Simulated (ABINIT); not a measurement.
Crystal: Au.

```
Au
1.0
     1.41131   -2.55593    0.00000
     1.41131    2.55593    0.00000
     0.00000    0.00000    4.89317
Au
2
Direct
  0.33467 0.66533 0.25000
  0.66533 0.33467 0.75000
```

This isn't the form of Au at room conditions, which is fcc.

| Quantity | Value |
| --- | --- |
| Program | ABINIT 10.8.3 (patched build) |
| Task | relaxation of cell and atoms |
| Functional | r2SCAN |
| Potentials or basis | JTH PAW PBE v2.0 |
| Cutoff | 653 eV |
| k mesh | 9 × 9 × 5 |
| Occupations | fermi-dirac, width 0.05 eV |
| Spin | no spin polarisation |

At the start: pressure -0.1 GPa; volume 17.65 Å³/atom.

Question: Where does the relaxation end?

Answer: Over 15 steps the energy falls by 8.2 meV/atom and the volume is 17.59 Å³/atom (-0.3 %); space group P6_3/mmc (No. 194, to 0.05 Å).

The path:
| step | energy change (eV) | largest force (eV/Å) | pressure (GPa) | volume (Å³) |
| --- | --- | --- | --- | --- |
| 1 | 0.0000 | 0.0205 | -0.13 | 35.30 |
| 2 | -0.0046 | 0.0173 | -0.16 | 35.29 |
| 3 | -0.0161 | 0.0046 | 0.11 | 35.17 |
| 4 | -0.0163 | 0.0079 | 0.11 | 35.16 |
| 5 | -0.0163 | 0.0085 | 0.05 | 35.18 |
| 6 | -0.0164 | 0.0087 | -0.03 | 35.19 |
| 7 | -0.0164 | 0.0086 | -0.06 | 35.20 |
| 8 | -0.0164 | 0.0080 | -0.05 | 35.20 |
| 9 | -0.0164 | 0.0078 | -0.03 | 35.20 |
| 10 | -0.0164 | 0.0074 | 0.03 | 35.18 |
| 11 | -0.0164 | 0.0068 | 0.05 | 35.18 |
| 12 | -0.0164 | 0.0048 | 0.10 | 35.17 |
| 13 | -0.0164 | 0.0027 | 0.11 | 35.17 |
| 14 | -0.0164 | 0.0000 | 0.06 | 35.18 |
| 15 | -0.0164 | 0.0001 | 0.00 | 35.19 |

Final structure:
```
Au
1.0
     1.44865   -2.50891    0.00000
     1.44865    2.50891    0.00000
     0.00000    0.00000    4.84066
Au
2
Direct
  0.33328 0.66672 0.25000
  0.66672 0.33328 0.75000
```

Caveat: the PAW data sets were made with another functional, which shifts forces and pressure a little.
